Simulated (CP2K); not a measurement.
Runs of CP2K 2026.2 on BaTiO3. The typed cell holds 5 atoms: a = 3.753 Å, b = 4.526 Å, c = 3.794 Å, α = 93.52°, β = 80.30°, γ = 98.03°. 

```csv
potentials or basis,pressure (GPa),largest force (eV/Å)
"POTENTIAL_UZH Ba GTH-PBE-q10, Ti GTH-PBE-q12, O GTH-PBE-q6; TZVP-MOLOPT-PBE-GTH basis",19.5,0.74
"POTENTIAL_UZH Ba GTH-PBE-q10, Ti GTH-PBE-q12, O GTH-PBE-q6; ccGRB-D basis",(b),0.81
"POTENTIAL_UZH Ba GTH-PBE-q10, Ti GTH-PBE-q12, O GTH-PBE-q6; TZV2P-MOLOPT-PBE-GTH basis",19.2,0.74
"POTENTIAL_UZH Ba GTH-PBE-q10, Ti GTH-PBE-q12, O GTH-PBE-q6; DZVP-MOLOPT-PBE-GTH basis",21.2,(a)
"GTH_POTENTIALS Ba GTH-PBE-q10, Ti GTH-PBE-q12, O GTH-PBE-q6; DZVP-MOLOPT-SR-GTH basis",20.4,(c)
```

Alike in all rows: task band structure; level PBE; no spin polarisation; cell as given; k mesh 7 × 6 × 7; smearing fermi-dirac 0.05 eV.

Problem. Estimate the missing entries.

Solution. (a) 0.77; (b) 23.3; (c) 0.79.

Caveats: the basis of atomic orbitals isn't converged, which shifts pressures, moduli and gaps.
